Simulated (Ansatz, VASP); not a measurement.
# Stiffness of cubic GaAs

The cell as given, ahead of any relaxation:

```cif
data_structure
_symmetry_space_group_name_H-M 'F-43m'
_symmetry_Int_Tables_number 216
_cell_length_a 5.6537
_cell_length_b 5.6537
_cell_length_c 5.6537
_cell_angle_alpha 90.000
_cell_angle_beta 90.000
_cell_angle_gamma 90.000
_cell_volume 180.72
loop_
_atom_site_label
_atom_site_type_symbol
_atom_site_symmetry_multiplicity
_atom_site_Wyckoff_symbol
_atom_site_fract_x
_atom_site_fract_y
_atom_site_fract_z
_atom_site_occupancy
As1 As 4 c 0.25000 0.25000 0.25000 1
Ga1 Ga 4 a 0.00000 0.00000 0.00000 1
```

Constants in GPa on the cubic axes, for the cell as given (22.59 Å³ an atom) or relaxed at the run's level, with the atoms relaxed in the strained cells where symmetry lets them move; no spin polarisation, no spin-orbit coupling. Meshes are those of the run's cell of 2 atoms. Ansatz's plane-wave pressures hold its Pulay term. Occupations: fermi-dirac 0.05 eV (run 1); fermi-dirac 0.05 eV (run 2); fixed (run 3). Space group F-43m.

| run | level | program and potentials | k mesh | cell | C11 | C12 | C44 |
| --- | --- | --- | --- | --- | --- | --- | --- |
| 1 | LDA | VASP, LDA PAW files As, Ga_d, 600 eV | 6 × 6 × 6 | relaxed, 22.07 Å³ an atom | 117.3 | 53.1 | 58.1 |
| 2 | PBE | VASP, PBE PAW files As, Ga_d, 600 eV | 6 × 6 × 6 | relaxed, 23.77 Å³ an atom | 94.7 | 38.1 | 48.4 |
| 3 | PBEsol | Ansatz, Ansatz PAW (made for PBE), 420 eV | 6 × 6 × 6 | as given, 0.17 GPa | 111.7 | 50.1 | 55.0 |

Q: For run 3, work out the bulk, shear and Young's moduli of a random polycrystal, Poisson's ratio and the anisotropy, and test the cell's stability.

A: From the values as printed: B = (C11 + 2 C12)/3 = 70.6 GPa. Voigt: G_V = (C11 - C12 + 3 C44)/5 = 45.3; Reuss: G_R = 5 C44 (C11 - C12)/[4 C44 + 3 (C11 - C12)] = 41.8; Hill's mean, from the unrounded bounds, G = 43.6 GPa. Young's modulus E = 9BG/(3B + G) = 108.5 GPa, Poisson's ratio ν = (3B - 2G)/[2(3B + G)] = 0.244. Zener's ratio 2 C44/(C11 - C12) = 1.79, so the crystal is stiffest along ⟨111⟩ and softest along ⟨100⟩. C11 > |C12|, C11 + 2 C12 > 0 and C44 > 0 hold, so the cell is stable against small uniform strains, which says nothing of soft phonons. An equation of state at this level (Ansatz, all-electron LAPW, scalar-relativistic; mesh 8 × 8 × 8) gives B0 = 68.9 GPa at its minimum of 22.65 Å³ an atom, against 22.59 here. Over the runs shown B spans 57.0 to 74.5 GPa and C44 48.4 to 58.1.
